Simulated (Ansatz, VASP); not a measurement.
One calculation of In2O3, two programs

```
In O
1.0
     2.74350    1.58396    4.83667
    -2.74350    1.58396    4.83667
     0.00000   -3.16792    4.83667
In O
4 6
Direct
  0.85731 0.85731 0.85731
  0.64269 0.64269 0.64269
  0.14269 0.14269 0.14269
  0.35731 0.35731 0.35731
  0.04800 0.75000 0.45200
  0.75000 0.45200 0.04800
  0.45200 0.04800 0.75000
  0.95200 0.25000 0.54800
  0.25000 0.54800 0.95200
  0.54800 0.95200 0.25000
```

Alike in both runs: task single point; functional PBE; k mesh 6 × 6 × 6; occupations fermi-dirac, width 0.05 eV; no spin polarisation.

```csv
,VASP,Ansatz
version,VASP 6.6.1,Ansatz 0.2.0
potentials or method,"VASP PAW PBE potentials, release 64 (In_d, O)",Ansatz PAW
plane-wave cutoff (eV),520,420
valence electrons in the cell,88,88
```

Ansatz gave:

```
gap on the k mesh at the Fermi level (eV)       : 1.30
least direct gap on the mesh (eV)               : 1.34
pressure (GPa)                                  : 8.4
largest component of the traceless stress (GPa) : 0.94
rms of the force components (eV/Å)              : 0.057
```

Q: Estimate VASP's values.

A: gap on the k mesh at the Fermi level (eV): 1.30; least direct gap on the mesh (eV): 1.34; pressure (GPa): 9.0; largest component of the traceless stress (GPa): 1.06; rms of the force components (eV/Å): 0.062.

Atom by atom the forces differ by 0.008 eV/Å (rms over components). With one functional, cell and mesh, what is left measures potentials, basis and numerics.

Caveats: spin-orbit coupling is left out, which moves the levels of the heavy elements; the pressure holds a Pulay correction of +0.7 GPa for the finite cutoff (Ansatz). Expect the measured gap to be larger: semilocal functionals such as PBE lack the derivative discontinuity. A k mesh can miss the band edges.
